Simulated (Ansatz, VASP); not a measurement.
Two plane-wave programs on Hg

```
Hg
1.0
     3.36513    0.00000    0.00000
    -1.68257    2.91429    0.00000
     0.00000    0.00000    5.36011
Hg
2
Direct
  0.33333 0.66667 0.25000
  0.66667 0.33333 0.75000
```

Alike in both runs: functional PBE; k mesh 14 × 14 × 8; occupations fermi-dirac, width 0.05 eV; no spin polarisation.

Ansatz relaxed the structure, and its values are those at the end. VASP's run is a single point on that final structure, the one shown.

```csv
,VASP,Ansatz
version,VASP 6.6.1,Ansatz 0.2.0
potentials or method,"VASP PAW PBE potentials, release 64 (Hg)","PAW with Ansatz's default frozen-core files, scalar-relativistic"
plane-wave cutoff (eV),520,420
valence electrons in the cell,24,40
```

```tsv
	VASP	Ansatz	Ansatz less VASP
pressure (GPa)	2.2	2.0	-0.17
```

The functional is the same, so the differences come from potentials, cutoffs and numerics. The two sets of potentials don't hold the same shells in valence.

The runs have no spin-orbit coupling, so splittings on Hg are missing.
